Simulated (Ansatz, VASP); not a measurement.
Al2Ru: VASP beside Ansatz

INCAR

```
SYSTEM = Al2Ru
ALGO     = Normal         ! electronic algorithm
EDIFF    = 1E-6           ! SCF threshold, eV
ENCUT    = 520            ! plane-wave cutoff, eV
GGA      = PS             ! functional
ISIF     = 2              ! what is computed and relaxed
ISMEAR   = 0              ! smearing method
LASPH    = .True.         ! aspherical terms in the spheres
LCHARG   = .True.         ! write CHGCAR
LELF     = .True.         ! ELF
LREAL    = .False.        ! projectors in reciprocal space
LVHAR    = .True.       
LWAVE    = .False.        ! write WAVECAR
NBANDS   = 29             ! bands
NELM     = 100            ! most SCF steps
PREC     = Accurate       ! precision mode
SIGMA    = 0.01           ! smearing width, eV
```

The input KPOINTS:

```
k-points
0
Gamma
  1 1 1
  0 0 0
```

Contents of POSCAR:

```
Al2Ru
1.0
    0.0000000000      3.9898374997      4.3915250777
    2.3524746913      0.0000000000      4.3915250777
    2.3524746913      3.9898374997      0.0000000000
Al Ru
4 2
Direct
    0.0790610300      0.4209389700      0.0790610300
    0.4209389700      0.0790610300      0.4209389700
    0.1709389700      0.8290610300      0.1709389700
    0.8290610300      0.1709389700      0.8290610300
    0.7500000000      0.7500000000      0.7500000000
    0.5000000000      0.5000000000      0.5000000000
```

Input for Ansatz:

```yaml
crystal:
  lattice:
    - [0.0, 3.9898374997, 4.3915250777]
    - [2.3524746913, 0.0, 4.3915250777]
    - [2.3524746913, 3.9898374997, 0.0]
  atoms:
    - { symbol: Al, position: [0.07906103, 0.42093897, 0.07906103] }
    - { symbol: Al, position: [0.42093897, 0.07906103, 0.42093897] }
    - { symbol: Al, position: [0.17093897, 0.82906103, 0.17093897] }
    - { symbol: Al, position: [0.82906103, 0.17093897, 0.82906103] }
    - { symbol: Ru, position: [0.75, 0.75, 0.75] }
    - { symbol: Ru, position: [0.5, 0.5, 0.5] }
basis:
  ecutwfc: 420
kpoints:
  mp_grid: { grid: [1, 1, 1] }
hamiltonian:
  xc: pbesol
scf:
  occupations: { method: gaussian, width: 0.01 }
output:
  forces: true
  stress: true
  eigenvalues: true
```

Alike in both runs: task single point; functional PBEsol; k mesh 1 × 1 × 1; occupations gaussian, width 0.01 eV; no spin polarisation.

|  | VASP | Ansatz |
| --- | --- | --- |
| version | VASP 6.6.1 | Ansatz 0.2.0 |
| potentials or method | VASP PAW PBE potentials, release 64 (Al, Ru_pv) | scalar-relativistic, plane waves, PAW |
| plane-wave cutoff (eV) | 520 | 420 |
| valence electrons in the cell | 40 | 44 |

```csv
,VASP,Ansatz,Ansatz less VASP
gap on the k mesh at the Fermi level (eV),1.09,1.10,+0.007
least direct gap on the mesh (eV),1.09,1.10,+0.007
pressure (GPa),1.9,1.9,-0.02
largest component of the traceless stress (GPa),16.87,16.93,+0.063
rms of the force components (eV/Å),0.241,0.245,+0.0041
```

Atom by atom the forces differ by 0.004 eV/Å (rms over components). The functional is the same, so the differences come from potentials, cutoffs and numerics. The two sets of potentials don't hold the same shells in valence.

Caveats: the k mesh is coarse (spacing up to 1.71 Å⁻¹), so the values aren't converged; the PAW data sets were made with another functional, which shifts forces and pressure a little (VASP); an odd mesh through Γ misses points on the zone boundary, where band edges often lie. A hybrid or GW would open this gap; PBEsol tends to underestimate it.
